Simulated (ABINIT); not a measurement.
# NaCl (Fm-3m): G0W0 in ABINIT against the screening cutoff in the self-energy

Wanted: the cheapest screening cutoff in the self-energy that holds the gap of NaCl (Fm-3m).

Main program and level: ABINIT 10.8.3; PBE and many-body steps on it, plane waves.

The database entry behind the starting cell differs from later determinations by our own check (an axis about 0.4 % short against later determinations), so it need not match the best structure at ambient conditions.

## (1) The structure

It takes space group Fm-3m (No. 225, cubic). Conventional cell: a = 5.620 Å, b = 5.620 Å, c = 5.620 Å, α = 90.00°, β = 90.00°, γ = 90.00°. Nearest to Na lie 6 Cl at 2.81 Å. Cl has 6 Na at 2.81 Å nearest. Farther neighbours and most contacts between anions are not listed.

The cell and positions come from the Crystallography Open Database and are kept as given unless a step says otherwise.

## (2) Screening, 4×4×4 mesh, 80 bands, screening to 176.9 eV

This step: ABINIT 10.8.3; RPA screening on PBE, plane waves, norm-conserving pseudopotentials.

The RPA dielectric matrix is built and inverted for each q.

Contents of run.abi:

```
acell 3*1.0 Angstrom
rprim 
  0.000000000000 2.810000000000 2.810000000000
  2.810000000000 0.000000000000 2.810000000000
  2.810000000000 2.810000000000 0.000000000000
ntypat 2
znucl 11 17
natom 2
typat 1 2
xred 
  0.000000000000 0.000000000000 0.000000000000
  0.500000000000 0.500000000000 0.500000000000
pp_dirpath "pseudos"
pseudos "Na.upf, Cl.upf"
ecut 38
ngkpt 4 4 4
nshiftk 1
shiftk 0 0 0
kptopt 1
chksymbreak 0
istwfk *1
occopt 1
irdwfk 1
optdriver 3
nband 80
ecuteps 6.5
inclvkb 2
awtr 1
symchi 1
indata_prefix "in"
outdata_prefix "out"
tmpdata_prefix "tmp"
```

Command:

```bash
> OMP_NUM_THREADS=1 mpirun -n 4 abinit run.abi > log
```

The log of the run:

```text
.Version 10.8.3 of ABINIT. v10.8.2 released Aug 2026.

 Symmetries : space group Fm -3 m (#225); Bravais cF (face-center cubic)
[... echo of the input left out ...]
== DATASET  1 ==================================================================
-   mpi_nproc: 4, omp_nthreads: 1 (-1 if OMP is not activated)

--- !DatasetInfo
iteration_state: {dtset: 1, }
dimensions: {natom: 2, nkpt: 8, mband: 80, nsppol: 1, nspinor: 1, nspden: 1, mpw: 3383, }
cutoff_energies: {ecut:  38.0, pawecutdg:  -1.0, }
electrons: {nelect:   1.60000000E+01, charge:   0.00000000E+00, occopt:   1.00000000E+00, tsmear:   1.00000000E-02, }

 SCREENING: Calculation of the susceptibility and dielectric matrices

 Based on a program developped by R.W. Godby, V. Olevano, G. Onida, and L. Reining.
 Incorporated in ABINIT by V. Olevano, G.-M. Rignanese, and M. Torrent.
.Using double precision arithmetic ; gwpc =  8

[... cell and pseudopotentials left out ...]
--------------------------------------------------------------------------------

 ==== K-mesh for the wavefunctions ====
 Number of points in the irreducible wedge :     8
[... list of points left out ...]
 Together with 48 symmetry operations and time-reversal symmetry
 yields    64 points in the full Brillouin Zone.

 ==== Q-mesh for the screening function ====
 Number of points in the irreducible wedge :     8
[... list of points left out ...]
 Together with 48 symmetry operations and time-reversal symmetry
 yields    64 points in the full Brillouin Zone.

 setmesh: FFT mesh size selected  =    30x   30x   30
          total number of points  =        27000

 vcoul_init : cutoff-mode = AUXILIARY_FUNCTION
 q-points for optical limit:   1
     1)      0.000010    0.000020    0.000030

- screening: taking advantage of time-reversal symmetry
- Maximum band index for partially occupied states nbvw = 8
- Remaining bands to be divided among processors   nbcw = 72
- Number of bands treated by each node ~18

 Number of electrons calculated from density =   16.0000; Expected =   16.0000
 average of density, n =  0.053429
 r_s =    1.6471
 omega_plasma =   22.2968 [eV]

 calculating chi0 at frequencies [eV] :
  1    0.000000E+00    0.000000E+00
  2    0.000000E+00    2.229681E+01

--------------------------------------------------------------------------------
  q-point number  1        q = ( 0.000000, 0.000000, 0.000000) [r.l.u.]
--------------------------------------------------------------------------------
[... chi0 elements left out ...]
 For q-point:  0.000010 0.000020 0.000030
  dielectric constant =   2.3806
  dielectric constant without local fields =   2.7950

  Average fulfillment of the sum rule on Im[epsilon] for q-point    1 :     55.67  [%]
[... wings left out ...]
  q-point number  2        q = ( 0.250000, 0.000000, 0.000000) [r.l.u.]
--------------------------------------------------------------------------------
[... chi0 elements left out ...]
  Average fulfillment of the sum rule on Im[epsilon] for q-point    2 :     65.25  [%]

 [... 6 further q-points ...]
```

Wall time 60 s (4 MPI ranks of Arm Neoverse N1, shared host); peak memory 0.74 GiB.

Numbers from this step:

```yaml
eps_infinity_with_local_fields_on_this_mesh_along_the_program_s_q_direction: 2.381
the_same_without_local_fields: 2.795
plasma_frequency: 22.30 eV
plane_waves_in_the_screening_matrix: 259
```

Local fields lower ε∞ by 15 %. On a Γ-centred mesh this coarse the value itself is usually too large, while a short band sum pulls it down.

## (3) 0.7 Ha

This step: G0W0 on PBE, plane waves, norm-conserving pseudopotentials.

run.abi, as its differences from that of step 2:

```diff
@@ -23,8 +23,15 @@
 irdwfk 1
-optdriver 3
+optdriver 4
 nband 80
-ecuteps 6.5
-inclvkb 2
-awtr 1
-symchi 1
+gwcalctyp 0
+ecutsigx 38
+symsigma 1
+nkptgw 1
+kptgw 
+  0.0000000000 0.0000000000 0.0000000000
+bdgw 
+  6 12
+ecuteps 0.7
+irdscr 1
+ppmodel 1
 indata_prefix "in"
```

The log of the run:

```text
.Version 10.8.3 of ABINIT. v10.8.2 released Aug 2026.

 Symmetries : space group Fm -3 m (#225); Bravais cF (face-center cubic)
[... echo of the input left out ...]
== DATASET  1 ==================================================================
-   mpi_nproc: 4, omp_nthreads: 1 (-1 if OMP is not activated)

--- !DatasetInfo
iteration_state: {dtset: 1, }
dimensions: {natom: 2, nkpt: 8, mband: 80, nsppol: 1, nspinor: 1, nspden: 1, mpw: 3383, }
cutoff_energies: {ecut:  38.0, pawecutdg:  -1.0, }
electrons: {nelect:   1.60000000E+01, charge:   0.00000000E+00, occopt:   1.00000000E+00, tsmear:   1.00000000E-02, }

 SIGMA: Calculation of the GW corrections

 Based on a program developped by R.W. Godby, V. Olevano, G. Onida, and L. Reining.
 Incorporated in ABINIT by V. Olevano, G.-M. Rignanese, and M. Torrent.
.Using double precision arithmetic ; gwpc =  8

[... cell and pseudopotentials left out ...]
--------------------------------------------------------------------------------

 ==== K-mesh for the wavefunctions ====
 Number of points in the irreducible wedge :     8
[... list of points left out ...]
 Together with 48 symmetry operations and time-reversal symmetry
 yields    64 points in the full Brillouin Zone.

 ==== Q-mesh for screening function ====
 Number of points in the irreducible wedge :     8
[... list of points left out ...]
 Together with 48 symmetry operations and time-reversal symmetry
 yields    64 points in the full Brillouin Zone.

 vcoul_init : cutoff-mode = AUXILIARY_FUNCTION
 q-points for optical limit:   1
     1)      0.000010    0.000020    0.000030
 setmesh: FFT mesh size selected  =    45x   45x   45
          total number of points  =        91125

 Number of electrons calculated from density =   16.0000; Expected =   16.0000
 average of density, n =  0.053429
 r_s =    1.6471
 omega_plasma =   22.2968 [eV]

 === KS Band Gaps ===
  >>>> For spin  1
   Minimum direct gap =   5.1497 [eV], located at k-point      :   0.0000  0.0000  0.0000
   Fundamental gap    =   5.1497 [eV], Top of valence bands at :   0.0000  0.0000  0.0000
                                       Bottom of conduction at :   0.0000  0.0000  0.0000
 SIGMA fundamental parameters:
 PLASMON POLE MODEL  1
 number of plane-waves for SigmaX                 3383
 number of plane-waves for SigmaC and W              9
 number of plane-waves for wavefunctions          3383
 number of bands                                    80
 number of independent spin polarizations            1
 number of spinorial components                      1
 number of k-points in IBZ                           8
 number of q-points in IBZ                           8
 number of symmetry operations                      48
 number of k-points in BZ                           64
 number of q-points in BZ                           64
 number of frequencies for dSigma/dE                 9
 frequency step for dSigma/dE [eV]                0.25
 number of omega for Sigma on real axis              0
 max omega for Sigma on real axis  [eV]           0.00
 zcut for avoiding poles [eV]                     0.10

 EPSILON^-1 parameters (SCR file):
 dimension of the eps^-1 matrix on file            259
 dimension of the eps^-1 matrix used                 9
 number of plane-waves for wavefunctions          3383
 number of bands                                    80
 number of q-points in IBZ                           8
 number of frequencies                               2
 number of real frequencies                          1
 number of imag frequencies                          1

 matrix elements of self-energy operator (all in [eV])

 Perturbative Calculation

--- !SelfEnergy_ee
iteration_state: {dtset: 1, }
kpoint     : [   0.000,    0.000,    0.000, ]
spin       : 1
KS_gap     :    5.150
QP_gap     :    8.217
Delta_QP_KS:    3.067
data: !SigmaeeData |
     Band     E0 <VxcDFT>   SigX SigC(E0)      Z dSigC/dE  Sig(E)    E-E0       E
        6  -0.539 -14.493 -18.927   2.216   0.865  -0.156 -16.412  -1.919  -2.457
        7  -0.539 -14.493 -18.927   2.216   0.865  -0.156 -16.412  -1.919  -2.457
        8  -0.539 -14.493 -18.927   2.216   0.865  -0.156 -16.412  -1.919  -2.457
        9   4.611  -8.178  -4.163  -2.709   0.880  -0.137  -7.029   1.148   5.760
       10  10.523  -8.376  -3.599  -2.802   0.875  -0.143  -6.647   1.729  12.252
       11  10.523  -8.376  -3.599  -2.802   0.875  -0.143  -6.647   1.729  12.252
       12  10.523  -8.376  -3.599  -2.802   0.875  -0.143  -6.647   1.729  12.252

== END DATASET(S) ==============================================================
================================================================================

 -outvars: echo values of variables after computation  --------
           etotal      0.0000000000E+00
            nband          80
             nkpt           8
          spgroup         225
 [... the other variables as echoed above ...]

 Calculation completed.
```

Wall time 7 s (4 MPI ranks); peak memory 0.67 GiB; 19 s of CPU time.

Numbers from this step:

```
G0W0 gap on the points computed              : 8.217 eV
starting gap on the mesh                     : 5.150 eV
k of the valence top                         : 0, 0, 0
k of the conduction bottom                   : 0, 0, 0
Z at the valence top                         : 0.865
Z at the conduction bottom                   : 0.88
least direct G0W0 gap on the computed points : 8.217 eV
```

## (4) 1.3 Ha

run.abi, as its differences from that of step 3:

```diff
@@ -33,3 +33,3 @@
   6 12
-ecuteps 0.7
+ecuteps 1.3
 irdscr 1
```

The log of the run:

```text
.Version 10.8.3 of ABINIT. v10.8.2 released Aug 2026.

 Symmetries : space group Fm -3 m (#225); Bravais cF (face-center cubic)
[... echo of the input left out ...]
== DATASET  1 ==================================================================
-   mpi_nproc: 4, omp_nthreads: 1 (-1 if OMP is not activated)

--- !DatasetInfo
iteration_state: {dtset: 1, }
dimensions: {natom: 2, nkpt: 8, mband: 80, nsppol: 1, nspinor: 1, nspden: 1, mpw: 3383, }
cutoff_energies: {ecut:  38.0, pawecutdg:  -1.0, }
electrons: {nelect:   1.60000000E+01, charge:   0.00000000E+00, occopt:   1.00000000E+00, tsmear:   1.00000000E-02, }

 SIGMA: Calculation of the GW corrections

 Based on a program developped by R.W. Godby, V. Olevano, G. Onida, and L. Reining.
 Incorporated in ABINIT by V. Olevano, G.-M. Rignanese, and M. Torrent.
.Using double precision arithmetic ; gwpc =  8

[... cell and pseudopotentials left out ...]
--------------------------------------------------------------------------------

 ==== K-mesh for the wavefunctions ====
 Number of points in the irreducible wedge :     8
[... list of points left out ...]
 Together with 48 symmetry operations and time-reversal symmetry
 yields    64 points in the full Brillouin Zone.

 ==== Q-mesh for screening function ====
 Number of points in the irreducible wedge :     8
[... list of points left out ...]
 Together with 48 symmetry operations and time-reversal symmetry
 yields    64 points in the full Brillouin Zone.

 vcoul_init : cutoff-mode = AUXILIARY_FUNCTION
 q-points for optical limit:   1
     1)      0.000010    0.000020    0.000030
 setmesh: FFT mesh size selected  =    45x   45x   45
          total number of points  =        91125

 Number of electrons calculated from density =   16.0000; Expected =   16.0000
[...]
number of q-points in BZ                           64
 number of frequencies for dSigma/dE                 9
 frequency step for dSigma/dE [eV]                0.25
 number of omega for Sigma on real axis              0
 max omega for Sigma on real axis  [eV]           0.00
 zcut for avoiding poles [eV]                     0.10

 EPSILON^-1 parameters (SCR file):
 dimension of the eps^-1 matrix on file            259
 dimension of the eps^-1 matrix used                15
 number of plane-waves for wavefunctions          3383
 number of bands                                    80
 number of q-points in IBZ                           8
 number of frequencies                               2
 number of real frequencies                          1
 number of imag frequencies                          1

 matrix elements of self-energy operator (all in [eV])

 Perturbative Calculation

--- !SelfEnergy_ee
iteration_state: {dtset: 1, }
kpoint     : [   0.000,    0.000,    0.000, ]
spin       : 1
KS_gap     :    5.150
QP_gap     :    7.800
Delta_QP_KS:    2.650
data: !SigmaeeData |
     Band     E0 <VxcDFT>   SigX SigC(E0)      Z dSigC/dE  Sig(E)    E-E0       E
        6  -0.539 -14.493 -18.927   2.358   0.844  -0.184 -16.245  -1.752  -2.291
        7  -0.539 -14.493 -18.927   2.358   0.844  -0.184 -16.245  -1.752  -2.291
        8  -0.539 -14.493 -18.927   2.358   0.844  -0.184 -16.245  -1.752  -2.291
        9   4.611  -8.178  -4.163  -2.985   0.872  -0.147  -7.280   0.898   5.509
       10  10.523  -8.376  -3.599  -3.042   0.866  -0.155  -6.874   1.502  12.025
       11  10.523  -8.376  -3.599  -3.042   0.866  -0.155  -6.874   1.502  12.025
       12  10.523  -8.376  -3.599  -3.042   0.866  -0.155  -6.874   1.502  12.025

== END DATASET(S) ==============================================================
================================================================================

 -outvars: echo values of variables after computation  --------
           etotal      0.0000000000E+00
            nband          80
             nkpt           8
          spgroup         225
 [... the other variables as echoed above ...]

 Calculation completed.
```

Elapsed: 7.3 s, on 4 MPI ranks; peak memory 0.67 GiB.

Numbers from this step:

| Quantity | Value |
| --- | --- |
| G0W0 gap on the points computed | 7.800 eV |
| starting gap on the mesh | 5.150 eV |
| k of the valence top | 0, 0, 0 |
| k of the conduction bottom | 0, 0, 0 |
| Z at the valence top | 0.844 |
| Z at the conduction bottom | 0.872 |
| least direct G0W0 gap on the computed points | 7.800 eV |

## (5) 2.3 Ha

The self-energy is evaluated for the states that the input lists, and the levels follow from it, in one-shot runs by the linearised quasiparticle equation.

run.abi, as its differences from that of step 4:

```diff
@@ -33,3 +33,3 @@
   6 12
-ecuteps 1.3
+ecuteps 2.3
 irdscr 1
```

The log of the run:

```text
.Version 10.8.3 of ABINIT. v10.8.2 released Aug 2026.

 Symmetries : space group Fm -3 m (#225); Bravais cF (face-center cubic)
[... echo of the input left out ...]
== DATASET  1 ==================================================================
-   mpi_nproc: 4, omp_nthreads: 1 (-1 if OMP is not activated)

--- !DatasetInfo
iteration_state: {dtset: 1, }
dimensions: {natom: 2, nkpt: 8, mband: 80, nsppol: 1, nspinor: 1, nspden: 1, mpw: 3383, }
cutoff_energies: {ecut:  38.0, pawecutdg:  -1.0, }
[...]
10  10.523  -8.376  -3.599  -3.184   0.859  -0.164  -7.007   1.369  11.893
       11  10.523  -8.376  -3.599  -3.184   0.859  -0.164  -7.007   1.369  11.893
       12  10.523  -8.376  -3.599  -3.184   0.859  -0.164  -7.007   1.369  11.893

== END DATASET(S) ==============================================================
================================================================================

 -outvars: echo values of variables after computation  --------
           etotal      0.0000000000E+00
            nband          80
             nkpt           8
          spgroup         225
 [... the other variables as echoed above ...]

 Calculation completed.
```

Elapsed: 9.8 s, on 4 MPI ranks; peak memory 0.52 GiB.

This step gave:

```
G0W0 gap on the points computed              : 7.863 eV
starting gap on the mesh                     : 5.150 eV
k of the valence top                         : 0, 0, 0
k of the conduction bottom                   : 0, 0, 0
least direct G0W0 gap on the computed points : 7.863 eV
```

The gap on the mesh goes from 5.15 eV to 7.86 eV, a correction of +2.71 eV.

(Part 1 of 2 ends here.)

[Paths, hosts, dates, memory and timing lines, banners, echoed tables and standing remarks are left out of the program output.]

[Logs are printed without paths, hosts, clocks, repeated set-up lines and the standing remarks that a program may print on its own settings, such as how far it seeks lower states.]

[Runs of the session that timed out or met a known fault of the program may be left out.]

[Hosts, paths, dates, database ids (printed as entryN), source tags and the programs' standing remarks are cut or masked in the printed files.]

[G0W0 gaps are taken among the corrected bands and points alone; a level outside them can change the order at an edge.]

[Where Ansatz stands beside ABINIT at settings called matched, ABINIT's density can come from a denser mesh and the files from another edition; pairs whose starting gaps differed by over 0.03 eV were left out, so agreement reads better than it is.]
